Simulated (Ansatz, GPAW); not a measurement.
# Ballistic transport through 1,4-diisocyanobenzene between two Ir chains, from relaxation to T(E), part 2 of 4

How well does 1,4-diisocyanobenzene between two Ir chains conduct once its atoms have relaxed, and how much do cheaper levels lose?

GPAW 26.7.0 and Ansatz 0.2.0; Ansatz plane waves; relaxation of the junction with the lead ends held (the session's first sound run).

So far. Step 2 (Relaxation): The relaxation lowered the energy of the cell by 1.28 eV.

## Step 3: Plane-wave reference (PBE)

A plane-wave run comes first: its basis does not favour the atoms, so it serves as the reference for the orbital bases.

This step: Ansatz plane waves; Landauer transmission by layers, zero bias (Ansatz 0.2.0).

input.yaml

```yaml
crystal:
  lattice:
    - [10.8160169925, 0.0, 0.0]
    - [0.0, 9.0, 0.0]
    - [0.0, 0.0, 46.5957231111]
  atoms:
    - { symbol: Ir, position: [0.5, 0.5, 0.0246803767] }
    - { symbol: Ir, position: [0.5, 0.5, 0.0740411302] }
    - { symbol: Ir, position: [0.5, 0.5, 0.1234018836] }
    - { symbol: Ir, position: [0.5, 0.5, 0.1727626371] }
    - { symbol: Ir, position: [0.5, 0.5, 0.2221233905] }
    - { symbol: Ir, position: [0.5, 0.5, 0.2714841439] }
    - { symbol: Ir, position: [0.5491525406, 0.5193749059, 0.3216200076] }
    - { symbol: Ir, position: [0.4705247566, 0.4902098648, 0.3700186409] }
    - { symbol: C, position: [0.4981567054, 0.5015780433, 0.4121175789] }
    - { symbol: "N", position: [0.5020468484, 0.503270743, 0.4381587216] }
    - { symbol: C, position: [0.5009254711, 0.5032606416, 0.4684567724] }
    - { symbol: H, position: [0.6999209322, 0.5082473984, 0.474536479] }
    - { symbol: H, position: [0.3013550057, 0.4982884679, 0.4734363005] }
    - { symbol: C, position: [0.6105156121, 0.5058830443, 0.4853095044] }
    - { symbol: C, position: [0.389620855, 0.5003054102, 0.4847110456] }
    - { symbol: C, position: [0.6088918009, 0.5054370052, 0.5154711879] }
    - { symbol: C, position: [0.3880005115, 0.4998501551, 0.5148782161] }
    - { symbol: H, position: [0.6971514706, 0.5074678873, 0.5267489572] }
    - { symbol: H, position: [0.2985709942, 0.4974907837, 0.5256437432] }
    - { symbol: C, position: [0.4975973415, 0.5023793977, 0.5317229682] }
    - { symbol: "N", position: [0.4966545796, 0.5018518118, 0.5620163382] }
    - { symbol: C, position: [0.5006308252, 0.5019302251, 0.5880575126] }
    - { symbol: Ir, position: [0.5297495253, 0.5043577526, 0.6301635168] }
    - { symbol: Ir, position: [0.4478568918, 0.4951799024, 0.6784749534] }
    - { symbol: Ir, position: [0.5, 0.5, 0.7285158561] }
    - { symbol: Ir, position: [0.5, 0.5, 0.7778766095] }
    - { symbol: Ir, position: [0.5, 0.5, 0.8272373629] }
    - { symbol: Ir, position: [0.5, 0.5, 0.8765981164] }
    - { symbol: Ir, position: [0.5, 0.5, 0.9259588698] }
    - { symbol: Ir, position: [0.5, 0.5, 0.9753196233] }
kpoints:
  mp_grid: { grid: [1, 1, 2] }
hamiltonian:
  xc: pbe
scf:
  occupations: { method: fermi_dirac, width: 0.1 }
output:
  transmission:
    leads: [[0, 1]]
    e_range: [-2, 2]
    de: 0.025
    kmesh: [1, 1]
    reduced_basis: true
  write_potential: true
  write_density: true
  volumetric_format: npy
```

Started as:

```console
> ansatz run input.yaml --threads 4 --pin off --max-ram 8192MiB --backend cpu --events-out ev --progress --plain --runs-dir out
```

Numbers of over 12 decimals in the logs are rounded to 6 here.

Output:

```text
[...]
Crystal: 30 atoms, lattice volume = 4535.821 Å³
Basis set: ecut = 420 eV, 88513 PW (Γ)
Bands: 191, of which v1, the nominal top of the filled ones, is band 159 counted from 1 (158 counted from 0)
Symmetry: 1 space group operations
[...]
k-points: 2
[...]
SCF iter   1: F=—  HF=-193741.061733 eV  |F-HF|=—  |Δ(HF+E_count)|=         —  Δρ=9.35e-3  dr2=3.37e1  ethr=1.77e-3  ⟨swp⟩=7.0  Hψ=1525  notcnv=0  defer=3
[...]
SCF iter  13: F=-193740.569003 eV  HF=-193740.569003 eV  |F-HF|=6.96e-9  |Δ(HF+E_count)|=   2.84e-8  Δρ=9.06e-7  dr2=7.59e-8  ethr=3.14e-11  ⟨swp⟩=14.0  Hψ=961  notcnv=0
SCF 1 converged in 13 iterations: F = -193740.569003 eV  dr2 = 7.59e-8
[...]
transmission: 9 of 81 steps passed
transmission: 17 of 81 steps passed
[...]
transmission: 81 of 81 steps passed
WARN: The input density's exchange-correlation potential varies sharply where the density is thin. Do not read a vacuum level from v_tot or v_xc, or from such a field of the output density. On a cell that repeats whose density bears no net charge and no dipole along the vacuum's axis use v_es (v_loc + v_h of the components); under efield.dipole_correction with no amplitude use v_es + v_field, which holds any external [...]
SCF converged after 13 iterations
the last check of whether an eigenvalue changes by more than its tolerance under the output density was not made (no_room)
Free energy (F): -193740.569003 eV
[...]
Internal energy: -193738.828618 eV  (E = F + TS)
E sigma→0 (E₀):  -193739.698810 eV
Entropy (-TS):   -1.740385 eV (-58.013 meV/atom)
Fermi energy:    -3.697354 eV
[...]
--- Band table (eV) ---
  k-point 0: bands = [... 155 lower, -3.7873, -3.7791, -3.7660, -3.7409, -3.7259, -3.6630, -3.6602, -3.5991, ... 28 higher]
  k-point 1: bands = [... 155 lower, -3.7832, -3.7715, -3.7560, -3.7421, -3.7215, -3.6613, -3.6605, -3.6547, ... 28 higher]
--- Transmission ---
  basis      : 855 plane waves across, 81 finite elements along
  points     : 1, standing for a mesh of 1 x 1
  filling    : by the input's occupations and mesh, since the crystals that have channels conduct as metals do. If one of these is a semiconductor, that mesh has misplaced its level
  energies   : 161 from -2.000000 to 2.000000 eV about the Fermi level, 0.025000 eV apart; the leads are filled to 0.000000 eV, and channels, transmission and decay are at 0.000000 eV
  crystal 0  : Ir1, at the sites [0, 1], period 2.3000 Å, over 27.60 Å; its Hamiltonian steps by up to 7.9 meV
    offset         : up to 0.0000 Å between an atom of the period and one for which it stands
    filled         : 7.8 meV over the level at which it is neutral
    channels       : 6.000000e0 a spin
    conductance    : 4.6076e14 S/m² at 300 K; may be off by some 0.0 % by where its bands' edges are placed, 0.9 % from the distance to neutral
  junction   : crystal 0 to crystal 0, 0.70 to 44.99 Å
    transmission   : 2.532046e-1 a spin
    conductance    : 2.1555e13 S/m² at 300 K (2.1518e13 on every other energy)
    error estimate : 0.2 % from the energy spacing and 0.0 % from band edges of the leads and from resonances (wavevectors taken as independent; lower de), 8.9 % from the steps of its leads' Hamiltonians or their offsets (lay more layers), 2.7 % from the distance to neutral
    resistance     : 4.4223e-2 Ω µm² beyond half of each lead's own
```

The job ended after 2.1 h (4 threads of Arm Neoverse N1, shared host; peak memory 7.2 GiB).

This step gave:

```yaml
free_energy: -193740.5690 eV
lead_level: 0 eV from the Fermi level
transmission_at_the_fermi_level_one_spin: 0.2532
open_channels_of_the_lead_at_the_fermi_level_one_spin: 6
step_of_the_potential_along_the_lead: 7.9 meV
offset_of_the_lead: 0 Å
filling_of_the_lead_less_its_bulk_value_in_size: 7.8 meV
conductance: 0.2708 G₀
```

One spin. Transmission, zone mean against energy, zero at the Fermi level:

| energy (eV) | transmission, zone mean |
| --- | --- |
| -2.000 | 0.431 |
| -1.800 | 0.272 |
| -1.600 | 0.193 |
| -1.400 | 0.192 |
| -1.200 | 0.180 |
| -1.000 | 0.128 |
| -0.800 | 0.104 |
| -0.600 | 0.176 |
| -0.400 | 0.719 |
| -0.350 | 0.793 |
| -0.200 | 0.356 |
| 0.000 | 0.253 |
| 0.050 | 0.392 |
| 0.200 | 0.0995 |
| 0.400 | 0.0349 |
| 0.600 | 0.0214 |
| 0.800 | 0.0183 |
| 1.000 | 0.0203 |
| 1.200 | 0.0291 |
| 1.400 | 0.0584 |
| 1.600 | 0.220 |
| 1.750 | 0.984 |
| 1.800 | 0.803 |
| 2.000 | 0.0587 |

One spin. Open channels, zone mean against energy, zero at the Fermi level:

| energy (eV) | open channels, zone mean |
| --- | --- |
| -2.000 | 3 |
| -1.900 | 4 |
| -1.800 | 4 |
| -1.700 | 4 |
| -1.600 | 4 |
| -1.500 | 4 |
| -1.400 | 6 |
| -1.300 | 6 |
| -1.200 | 6 |
| -1.100 | 6 |
| -1.000 | 6 |
| -0.900 | 6 |
| -0.800 | 6 |
| -0.700 | 6 |
| -0.600 | 6 |
| -0.500 | 6 |
| -0.400 | 6 |
| -0.300 | 6 |
| -0.200 | 6 |
| -0.100 | 6 |
| 0.000 | 6 |
| 0.100 | 4 |
| 0.200 | 4 |
| 0.300 | 4 |
| 0.400 | 4 |
| 0.500 | 4 |
| 0.600 | 4 |
| 0.700 | 4 |
| 0.800 | 4 |
| 0.900 | 4 |
| 1.000 | 3 |
| 1.100 | 3 |
| 1.200 | 3 |
| 1.300 | 3 |
| 1.400 | 3 |
| 1.500 | 3 |
| 1.600 | 3 |
| 1.700 | 3 |
| 1.800 | 3 |
| 1.900 | 3 |
| 2.000 | 3 |

Crystal 0, spin -, k parallel (0, 0); distinct values, listed up to 1.5 1/Å. The Im kz of the slowest decaying states by energy, zero at the Fermi level:

| energy (eV) | decay 1 (Å⁻¹) | decay 2 (Å⁻¹) | decay 3 (Å⁻¹) | decay 4 (Å⁻¹) |
| --- | --- | --- | --- | --- |
| -2.000 | 0.0419 | 0.549 | 0.549 | 1.32 |
| -1.800 | 0.446 | 0.446 | 1.30 | 1.31 |
| -1.600 | 0.301 | 0.301 | 1.28 | 1.29 |
| -1.400 | 1.25 | 1.27 | 1.34 | 1.43 |
| -1.200 | 1.23 | 1.25 | 1.32 | 1.41 |
| -1.000 | 1.21 | 1.23 | 1.30 | 1.40 |
| -0.800 | 1.19 | 1.21 | 1.28 | 1.38 |
| -0.600 | 1.17 | 1.19 | 1.25 | 1.36 |
| -0.400 | 1.15 | 1.17 | 1.23 | 1.34 |
| -0.200 | 1.12 | 1.15 | 1.21 | 1.32 |
| 0.000 | 1.10 | 1.12 | 1.19 | 1.30 |
| 0.200 | 0.245 | 0.245 | 1.08 | 1.10 |
| 0.400 | 0.368 | 0.368 | 1.05 | 1.08 |
| 0.600 | 0.451 | 0.451 | 1.03 | 1.05 |
| 0.800 | 0.514 | 0.515 | 1.00 | 1.03 |
| 1.000 | 0.0956 | 0.566 | 0.566 | 0.977 |
| 1.200 | 0.197 | 0.610 | 0.610 | 0.951 |
| 1.400 | 0.258 | 0.647 | 0.647 | 0.925 |
| 1.600 | 0.303 | 0.680 | 0.898 | 0.926 |
| 1.800 | 0.340 | 0.709 | 0.870 | 0.900 |
| 2.000 | 0.370 | 0.734 | 0.842 | 0.873 |

Crystal 0, spin -, k parallel (0, 0). Table of Re kz of states that move upwards by energy, zero at the Fermi level:

| energy (eV) | channel 1 (Å⁻¹) | channel 2 (Å⁻¹) | channel 3 (Å⁻¹) | channel 4 (Å⁻¹) | channel 5 (Å⁻¹) | channel 6 (Å⁻¹) |
| --- | --- | --- | --- | --- | --- | --- |
| -2.000 | -0.680 | -0.680 | 0.708 | - | - | - |
| -1.800 | -0.647 | -0.647 | 0.259 | 0.725 | - | - |
| -1.600 | -0.615 | -0.615 | 0.369 | 0.742 | - | - |
| -1.400 | -0.584 | -0.584 | 0.154 | 0.155 | 0.455 | 0.759 |
| -1.200 | -0.554 | -0.554 | 0.383 | 0.383 | 0.527 | 0.777 |
| -1.000 | -0.524 | -0.524 | 0.528 | 0.529 | 0.591 | 0.796 |
| -0.800 | -0.495 | -0.495 | 0.648 | 0.653 | 0.653 | 0.817 |
| -0.600 | -0.465 | -0.465 | 0.698 | 0.769 | 0.769 | 0.842 |
| -0.400 | -0.437 | -0.437 | 0.742 | 0.871 | 0.888 | 0.888 |
| -0.200 | -0.408 | -0.408 | 0.778 | 0.908 | 1.02 | 1.02 |
| 0.000 | -0.379 | -0.379 | 0.806 | 0.951 | 1.21 | 1.21 |
| 0.200 | -0.350 | -0.350 | 0.830 | 1.00 | - | - |
| 0.400 | -0.321 | -0.321 | 0.850 | 1.06 | - | - |
| 0.600 | -0.292 | -0.292 | 0.869 | 1.13 | - | - |
| 0.800 | -0.263 | -0.262 | 0.886 | 1.21 | - | - |
| 1.000 | -0.232 | -0.232 | 0.903 | - | - | - |
| 1.200 | -0.201 | -0.201 | 0.919 | - | - | - |
| 1.400 | -0.169 | -0.169 | 0.934 | - | - | - |
| 1.600 | -0.135 | -0.135 | 0.950 | - | - | - |
| 1.800 | -0.0973 | -0.0970 | 0.965 | - | - | - |
| 2.000 | -0.0491 | -0.0489 | 0.980 | - | - | - |

The electrostatic potential energy of an electron (with the applied field's), less the Fermi level, planar mean oscillates, so the rows of the table below give means over windows of 2.26 Å about each position, cut where the curve ends. Its first 14 maxima inside the range that stand out by 2 % of the span (Å: eV): 2.3: 5.36, 4.7: 5.35, 6.8: 5.34, 9.2: 5.33, 11.5: 5.30, 13.8: 5.23, 16.2: 5.03, 18.3: 4.88, 19.8: 4.41, 21.1: 4.18, 23.3: 3.83, 25.5: 4.17, 26.8: 4.41, 28.2: 4.88. Its first 14 minima: 1.2: 3.84, 3.5: 3.84, 5.8: 3.84, 8.0: 3.82, 10.3: 3.78, 12.7: 3.74, 15.0: 3.66, 17.3: 3.51, 19.2: 3.99, 20.5: 3.83, 22.4: 2.41, 24.2: 2.41, 26.1: 3.83, 27.4: 3.99.

Electrostatic potential energy of an electron (with the applied field's), less the Fermi level, planar mean against z; means over each step:

| z (Å) | electrostatic potential energy of an electron (with the applied field's), less the Fermi level, planar mean (eV) |
| --- | --- |
| 1.13 | 4.58 |
| 3.39 | 4.58 |
| 5.65 | 4.57 |
| 7.91 | 4.56 |
| 10.17 | 4.53 |
| 12.43 | 4.49 |
| 14.69 | 4.42 |
| 16.95 | 4.24 |
| 19.21 | 4.37 |
| 21.47 | 3.39 |
| 23.73 | 2.95 |
| 25.99 | 4.00 |
| 28.25 | 4.26 |
| 30.51 | 4.30 |
| 32.77 | 4.48 |
| 35.03 | 4.54 |
| 37.29 | 4.57 |
| 39.55 | 4.59 |
| 41.81 | 4.60 |
| 44.07 | 4.60 |
| 46.33 | 4.37 |

The valence density, planar mean oscillates, so the rows of the table below give means over windows of 2.33 Å about each position, cut where the curve ends. Its first 14 maxima inside the range that stand out by 2 % of the span (Å: e/Å³): 1.2: 0.149, 3.5: 0.149, 5.7: 0.148, 8.0: 0.149, 10.3: 0.149, 12.7: 0.150, 15.0: 0.149, 17.2: 0.148, 20.4: 0.0500, 22.3: 0.0993, 24.3: 0.0992, 26.2: 0.0499, 29.4: 0.148, 31.6: 0.149. Its first 14 minima: 2.3: 0.0232, 4.7: 0.0233, 6.8: 0.0233, 9.2: 0.0231, 11.5: 0.0232, 13.8: 0.0216, 16.2: 0.0229, 18.3: 0.0215, 21.1: 0.0263, 23.3: 0.0535, 25.5: 0.0262, 28.2: 0.0214, 30.4: 0.0231, 32.8: 0.0217.

Table of valence density, planar mean by z; means over each step:

z (Å), valence density, planar mean (e/Å³) and a bar from the least value:
```
     1.17      0.075 ###########################
     3.50      0.075 ###########################
     5.83      0.075 ###########################
     8.16      0.075 ############################
    10.48      0.075 ###########################
    12.82      0.075 ###########################
    15.14      0.076 ############################
    17.48      0.075 ###########################
    19.80      0.037 
    22.13      0.062 ##################
    24.46      0.062 ##################
    26.80      0.037 
    29.12      0.075 ###########################
    31.45      0.076 ############################
    33.79      0.075 ###########################
    36.12      0.075 ###########################
    38.45      0.075 ############################
    40.77      0.075 ###########################
    43.10      0.075 ###########################
    45.44      0.079 ##############################
```

The largest of the program's own error estimates on the conductance is 8.9 %. T at the Fermi level is 0.253 of 6 open channels a spin, without spin-orbit coupling, which is large for these atoms.

(Continued in part 3 of 4.)

[Logs are printed without paths, hosts, clocks, repeated set-up lines and the standing remarks that a program may print on its own settings, such as how far it seeks lower states.]

[Hosts, paths, dates, database ids (printed as entryN), source tags and the programs' standing remarks are cut or masked in the printed files.]
